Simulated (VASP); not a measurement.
# ZnS (F-43m) in VASP: band structure with PBE0

Aim: the band structure of ZnS with PBE0.

All numbers are computed with VASP 6.6.1; they aren't measurements. Logs are shortened: lines on timing, memory, paths and dates and some standing lists are left out, and cuts for length are marked.

**Experimental background.**

From “Electronic, vibrational, and thermodynamic properties of ZnS (zincblende and rocksalt structure)”, 2009, arxiv:0911.5022, for a bulk crystal of ZnS at 19 K: band gap 3.85 eV (direct).

The runs below are set against these values where they give the same quantity.

### 1 The structure

It takes space group F-43m (No. 216, cubic). The conventional cell has a = 5.447 Å, b = 5.447 Å, c = 5.447 Å, α = 90.00°, β = 90.00°, γ = 90.00°. Zn (site symmetry -43m) is surrounded by 4 S at 2.36 Å. S (site symmetry -43m) has 4 Zn at 2.36 Å as nearest neighbours.

### 2 Band structure, PBE0

File POSCAR:

```
ZnS                                     
1.0
    0.0000000000      2.7235674205      2.7235674205
    2.7235674205      0.0000000000      2.7235674205
    2.7235674205      2.7235674205      0.0000000000
  Zn              S             
     1     1
Direct
     0.2500000000000000    0.2500000000000000    0.2500000000000000
     0.0000000000000000    0.0000000000000000    0.0000000000000000
```

File INCAR.step1:

```
ALGO = Normal ; EDIFF = 1E-5
ENCUT = 520 ; GGA = PE
ISIF = 2 ; ISMEAR = 0
KPAR = 4 ; LASPH = True
LCHARG = False ; LREAL = False
LWAVE = True ; NBANDS = 16
NELM = 60 ; PREC = Accurate
SIGMA = 0.02
```

File INCAR.step2:

```
AEXX = 0.25 ; ALGO = Normal
EDIFF = 1E-7 ; ENCUT = 520
GGA = PE ; HFRCUT = -1
ISIF = 2 ; ISMEAR = 0
ISTART = 1 ; KPAR = 4
LASPH = True ; LCHARG = False
LHFCALC = True ; LREAL = False
LWAVE = False ; NBANDS = 16
NELM = 60 ; PREC = Accurate
PRECFOCK = Fast ; SIGMA = 0.02
```

File KPOINTS:

```
k-points
0
Gamma
  6 6 6
```

File KPOINTS_OPT:

```
path GXWKGLUWLK,UX
8
line-mode
reciprocal
 0.0000000000  0.0000000000  0.0000000000  G
 0.5000000000  0.0000000000  0.5000000000  X

 0.5000000000  0.0000000000  0.5000000000  X
 0.5000000000  0.2500000000  0.7500000000  W

 0.5000000000  0.2500000000  0.7500000000  W
 0.3750000000  0.3750000000  0.7500000000  K

 0.3750000000  0.3750000000  0.7500000000  K
 0.0000000000  0.0000000000  0.0000000000  G

 0.0000000000  0.0000000000  0.0000000000  G
 0.5000000000  0.5000000000  0.5000000000  L

 0.5000000000  0.5000000000  0.5000000000  L
 0.6250000000  0.2500000000  0.6250000000  U

 0.6250000000  0.2500000000  0.6250000000  U
 0.5000000000  0.2500000000  0.7500000000  W

 0.5000000000  0.2500000000  0.7500000000  W
 0.5000000000  0.5000000000  0.5000000000  L

 0.5000000000  0.5000000000  0.5000000000  L
 0.3750000000  0.3750000000  0.7500000000  K

 0.6250000000  0.2500000000  0.6250000000  U
 0.5000000000  0.0000000000  0.5000000000  X
```

Potentials or basis: VASP PAW PBE potentials, release 64 (Zn, S).

Run with:

```bash
cat potpaw_PBE.64/Zn/POTCAR potpaw_PBE.64/S/POTCAR > POTCAR
cp INCAR.step1 INCAR
mpirun -np 4 vasp_std > vasp.out
cp INCAR.step2 INCAR
mpirun -np 4 vasp_std > vasp.out
```

OUTCAR:

```text
AEXX = 0.25
   EDIFF = 1E-7
   ENCUT = 520
   GGA = PE
   ISIF = 2
   ISMEAR = 0
   ISTART = 1
   LASPH = True
   LHFCALC = True
   LREAL = False
   NELM = 60
   PREC = Accurate
   PRECFOCK = Fast

 ion  position               nearest neighbor table
   1  0.250  0.250  0.250-   2 2.36   2 2.36   2 2.36   2 2.36
   2  0.000  0.000  0.000-   1 2.36   1 2.36   1 2.36   1 2.36

  LATTYP: Found a face centered cubic cell.
 ALAT       =     5.4471348410

  Lattice vectors:

 A1 = (   0.0000000000,   2.7235674205,   2.7235674205)
 A2 = (   2.7235674205,   0.0000000000,   2.7235674205)
 A3 = (   2.7235674205,   2.7235674205,   0.0000000000)

Analysis of symmetry for initial positions (statically):
=====================================================================
 Subroutine PRICEL returns:
 Original cell was already a primitive cell.

 Routine SETGRP: Setting up the symmetry group for a
 face centered cubic supercell.

 Subroutine GETGRP returns: Found 24 space group operations
 (whereof 24 operations were pure point group operations)
 out of a pool of 48 trial point group operations.

The static configuration has the point symmetry T_d .

Analysis of symmetry for dynamics (positions and initial velocities):
=====================================================================
 Subroutine PRICEL returns:
 Original cell was already a primitive cell.

 Routine SETGRP: Setting up the symmetry group for a
 face centered cubic supercell.

 Subroutine GETGRP returns: Found 24 space group operations
 (whereof 24 operations were pure point group operations)
 out of a pool of 48 trial point group operations.

The dynamic configuration has the point symmetry T_d .

 Subroutine INISYM returns: Found 24 space group operations
 (whereof 24 operations are pure point group operations),
 and found     1 'primitive' translations

----------------------------------------------------------------------------------------

                                     Primitive cell

  volume of cell :      40.4059

  direct lattice vectors                    reciprocal lattice vectors
     0.000000000  2.723567420  2.723567420    -0.183582751  0.183582751  0.183582751
[... 81 lines left out ...]
   IBRION =     -1    ionic relax: 0-MD 1-quasi-New 2-CG
   NFREE  =      0    steps in history (QN), initial steepest desc. (CG)
   ISIF   =      2    stress and relaxation
   ISYM   =      3    0-nonsym 1-usesym 2-fastsym
   POTIM  = 0.5000    time-step for ionic-motion
   TEBEG  =    0.0;   TEEND  =   0.0 temperature during run
   PSTRESS=    0.0 pullay stress
   NELECT =      18.0000    total number of electrons
   NUPDOWN=      -1.0000    fix difference up-down
   EMIN   =  10.00;   EMAX   =-10.00  energy-range for DOS
   EFERMI =   0.00;   METHOD = LEGACY
   ISMEAR =     0;   SIGMA  =   0.02  broadening in eV -4-tet -1-fermi 0-gaus
   EFERMI_NEDOS =   21; number of points for ismear=-14 and -15
   IALGO  =     38    algorithm
   IMIX   =      1    mixing-type and parameters
     AMIX     =   0.40;   BMIX     =  1.00
     AMIX_MAG =   1.60;   BMIX_MAG =  1.00
  volume/ion in A,a.u.               =      20.20       136.34
  Fermi-wavevector in a.u.,A,eV,Ry     =   1.250310  2.362742 21.269633  1.563274
  Thomas-Fermi vector in A             =   2.384310
   LORBIT       =      0    0 simple, 1 ext, 2 COOP (PROOUT), +10 PAW based schemes
   GGA     = PE    functional components
   LHFCALC =     T    Hartree Fock is set to
   PRECFOCK=fast      Normal, Fast or Accurate (Low or Medium for compatibility)
   ENCUT4O =  -1.0   cutoff for four orbital integrals eV
   NKREDX  =     1    reduce k-point grid by
   NKREDY  =     1    reduce k-point grid by
   NKREDZ  =     1    reduce k-point grid by
   AEXX    =    0.2500 exact exchange contribution
   HFSCREEN=    0.0000 screening length (either q_TF or 0.3 A-1)
   HFSCREENC=   0.0000 screening length for correlation (either q_TF or 0.3 A-1)
   ENCUTFOCK=  -1.0 apply spherical cutoff to Coloumb kernel
   IVDW    =     0    specifies the selected vdW correction
   LEPSILON=     F    determine dielectric tensor
   LRPA    =     F    only Hartree local field effects (RPA)
 non-spin polarized calculation
 Gauss-broadening in eV      SIGMA  =   0.02
  energy-cutoff  :      520.00
  volume of cell :       40.41
 maximum number of plane-waves:      1113
 NGX is ok and might be reduce to    30
  NGX = 16; NGY = 16; NGZ = 16

 number of electron      18.0000007 magnetization

 Free energy of the ion-electron system (eV)
  ---------------------------------------------------
  ext. energy  EPLUGINS =         0.00000000
  ---------------------------------------------------
  free energy    TOTEN  =        -8.92568780 eV

  energy without entropy =       -8.92568780  energy(sigma->0) =       -8.92568780

 E-fermi :   0.9692     XC(G=0):  -7.5061

 val. band max:        0.8010871439   @ k =   0.0000   0.0000   0.0000
 cond. band min:       4.6811178983   @ k =   0.0000   0.0000   0.0000
 fundamental gap:      3.8800307543
 Fermi energy:         0.9692461472

 k-point     1 :       0.0000    0.0000    0.0000
  band No.  band energies     occupation
      1     -13.4218      2.00000
      2      -7.0260      2.00000
      3      -7.0260      2.00000
      4      -7.0260      2.00000
      5      -6.6067      2.00000
      6      -6.6067      2.00000
[... 281 lines left out ...]
      3      -6.7885      2.00000
      4      -6.6905      2.00000
      5      -6.5837      2.00000
      6      -6.2263      2.00000
[... 8 lines left out ...]
     15      17.0667      0.00000
     16      17.8056      0.00000

------------------------ aborting loop because EDIFF is reached ----------------------------------------

  FORCE on cell =-STRESS in cart. coord.  units (eV):
  Direction    XX          YY          ZZ          XY          YZ          ZX
  --------------------------------------------------------------------------------------
  -------------------------------------------------------------------------------------
  Total       -0.2745947     -0.2745947     -0.2745947     -0.0000000     -0.0000000     -0.0000000
  in kB      -10.8882580    -10.8882580    -10.8882580     -0.0000000     -0.0000000     -0.0000000
  external PRESSURE =     -10.8882580 kB  Pullay stress =       0.0000000 kB

 VOLUME and BASIS-vectors are now :
 -----------------------------------------------------------------------------
  energy-cutoff  :      520.00
  volume of cell :       40.41
      direct lattice vectors                 reciprocal lattice vectors
     0.000000000  2.723567420  2.723567420    -0.183582751  0.183582751  0.183582751
     2.723567420  0.000000000  2.723567420     0.183582751 -0.183582751  0.183582751
     2.723567420  2.723567420  0.000000000     0.183582751  0.183582751 -0.183582751

 POSITION                                       TOTAL-FORCE (eV/Angst)
 -----------------------------------------------------------------------------------
      1.36178      1.36178      1.36178         0.000000      0.000000      0.000000
      0.00000      0.00000      0.00000        -0.000000     -0.000000     -0.000000
 -----------------------------------------------------------------------------------
    total drift:                               -0.000015     -0.000014     -0.000008

  FREE ENERGIE OF THE ION-ELECTRON SYSTEM (eV)
  ---------------------------------------------------
  free  energy   TOTEN  =        -8.9256877999 eV

  energy  without entropy=       -8.9256877999  energy(sigma->0) =       -8.92568780
```

Wall time 20 min (4 MPI ranks of AMD EPYC 7R13 (Zen 3), shared host); peak memory 0.21 GiB.

What came out:

* Free energy: -8.9257 eV
* Pressure: -1.1 GPa
* Band gap on the k mesh: 3.88 eV, direct
* Band gap along the path: 3.88 eV, direct

Levels at the corners of the path, in eV from the valence-band top:
| point | band 6 | band 7 | band 8 | band 9 | band 10 | band 11 | band 12 | band 13 |
| --- | --- | --- | --- | --- | --- | --- | --- | --- |
| Γ | -7.41 | 0.00 | 0.00 | 0.00 | 3.88 | 8.42 | 8.42 | 8.42 |
| X | -7.15 | -4.94 | -2.29 | -2.29 | 5.12 | 5.97 | 13.10 | 14.27 |
| X | -7.15 | -4.94 | -2.29 | -2.29 | 5.12 | 5.97 | 13.10 | 14.27 |
| W | -6.99 | -4.76 | -2.92 | -2.79 | 7.50 | 8.16 | 9.91 | 10.15 |
| W | -6.99 | -4.76 | -2.92 | -2.79 | 7.50 | 8.16 | 9.91 | 10.15 |
| K | -7.04 | -4.83 | -3.27 | -1.86 | 5.94 | 7.95 | 11.41 | 11.95 |
| K | -7.04 | -4.83 | -3.27 | -1.86 | 5.94 | 7.95 | 11.41 | 11.95 |
| Γ | -7.41 | 0.00 | 0.00 | 0.00 | 3.88 | 8.42 | 8.42 | 8.42 |
| Γ | -7.41 | 0.00 | 0.00 | 0.00 | 3.88 | 8.42 | 8.42 | 8.42 |
| L | -7.18 | -5.50 | -0.89 | -0.89 | 5.19 | 8.92 | 8.92 | 10.84 |
| L | -7.18 | -5.50 | -0.89 | -0.89 | 5.19 | 8.92 | 8.92 | 10.84 |
| U | -7.04 | -4.83 | -3.27 | -1.86 | 5.94 | 7.95 | 11.41 | 11.95 |
| U | -7.04 | -4.83 | -3.27 | -1.86 | 5.94 | 7.95 | 11.41 | 11.95 |
| W | -6.99 | -4.76 | -2.92 | -2.79 | 7.50 | 8.16 | 9.91 | 10.15 |
| W | -6.99 | -4.76 | -2.92 | -2.79 | 7.50 | 8.16 | 9.91 | 10.15 |
| L | -7.18 | -5.50 | -0.89 | -0.89 | 5.19 | 8.92 | 8.92 | 10.84 |
| L | -7.18 | -5.50 | -0.89 | -0.89 | 5.19 | 8.92 | 8.92 | 10.84 |
| K | -7.04 | -4.83 | -3.27 | -1.86 | 5.94 | 7.95 | 11.41 | 11.95 |
| U | -7.04 | -4.83 | -3.27 | -1.86 | 5.94 | 7.95 | 11.41 | 11.95 |
| X | -7.15 | -4.94 | -2.29 | -2.29 | 5.12 | 5.97 | 13.10 | 14.27 |

Caveat: the PAW data sets were made with another functional, which shifts forces and pressure a little.

### 3 How close it comes

Step 2. A measured gap of ZnS is 3.85 eV (direct; 19 K; quoted in “Electronic, vibrational, and thermodynamic properties of ZnS (zincblende and rocksalt structure)”, 2009, arxiv:0911.5022); the calculated 3.88 eV misses it by +0.03 eV. The value is that of PBE0, without temperature or zero-point motion.
